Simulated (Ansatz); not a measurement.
# ZnO: strain energy, fitted

ZnO, P6_3mc, a = 3.231 Å, c = 5.214 Å. Ansatz: PBEsol, PAW, 420 eV, Γ-centred 9×9×6 mesh on 4 atoms, Gaussian smearing 0.02 eV; no spin polarisation. Series: biaxial strain in the a-b plane, c and atoms relaxed; x is the strain in per cent. y is the free energy over the unstrained cell, V0 = 11.781 Å³/atom.

```tsv
x (%)	y (meV/atom)
-6.0	?
-4.0	25.83
-2.0	6.32
0.0	0.00
2.0	6.30
4.0	23.94
6.0	50.42
```

Task: Fit y = c2 x² + c3 x³ to the other rows, turn c2 into a modulus, and predict the missing energy.

Result: Least squares on the rows shown. y = 1.5384 x² − 0.021701 x³. In eV per unit strain² c2 is 15.38; M is the biaxial modulus (E = M V0 ε²): 15.38 × 160.2 / (11.781) = 209 GPa. With a term in x⁴ added, the coefficient of x² becomes 1.605, 4 % more, which shows how far this figure hangs on the form. At x = -6.0 the fit asked for gives 60.07 meV/atom. The run gave 58.98 meV/atom, so the fit is 1.09 meV/atom too high, 1.8 % of the span of the series, against an rms of 0.38 meV/atom on the fitted rows. The row lies outside the fitted range. With a term in x⁴ added, a fit to the same known rows predicts 56.81 meV/atom, which misses by about as much or more on the other side: the known rows don't fix the higher terms.